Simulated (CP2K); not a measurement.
CdTe:

```
Te Cd
1.0
     4.53255    0.00000    0.00000
     2.26628    3.92531    0.00000
     2.26628    1.30844    3.70082
Te Cd
1 1
Direct
  0.75000 0.75000 0.75000
  0.00000 0.00000 0.00000
```

Program: CP2K 2026.2. Alike in all runs: task band structure; no spin polarisation; cell as given; k mesh 7 × 7 × 7.

Order these runs on this cell by their pressure, lowest first.
A. level PBE; potentials or basis POTENTIAL_UZH Te GTH-PBE-q6, Cd GTH-PBE-q12; TZVP-MOLOPT-PBE-GTH basis; smearing fermi-dirac 0.05 eV; EPS_DEFAULT 1.0E-10; NGRIDS 4; points a segment of the path (NPOINTS) 6; CUTOFF of the grids 675 Ry
B. level PBEsol; potentials or basis POTENTIAL_UZH Te GTH-PBE-q6, Cd GTH-PBE-q12; TZVP-MOLOPT-PBE-GTH basis; smearing fermi-dirac 0.01 eV; EPS_DEFAULT 1.0E-9; NGRIDS 4; points a segment of the path (NPOINTS) 8; CUTOFF of the grids 450 Ry
C. level LDA; potentials or basis GTH_POTENTIALS Te GTH-PADE-q6, Cd GTH-PADE-q12; TZVP-MOLOPT-PBE-GTH basis; smearing fermi-dirac 0.05 eV; EPS_DEFAULT 1.0E-10; NGRIDS 5; points a segment of the path (NPOINTS) 6; CUTOFF of the grids 450 Ry
D. level BLYP; potentials or basis POTENTIAL_UZH Te GTH-PBE-q6, Cd GTH-PBE-q12; TZVP-MOLOPT-PBE-GTH basis; smearing fermi-dirac 0.05 eV; EPS_DEFAULT 1.0E-10; NGRIDS 4; points a segment of the path (NPOINTS) 6; CUTOFF of the grids 675 Ry

C (0.5 GPa), B (2.9 GPa), A (4.9 GPa), D (7.6 GPa).

Caveats: the basis of atomic orbitals isn't converged, which shifts pressures, moduli and gaps; the potentials were made for another functional, which shifts forces and pressure (some runs).

Not every run made on this cell is shown here.
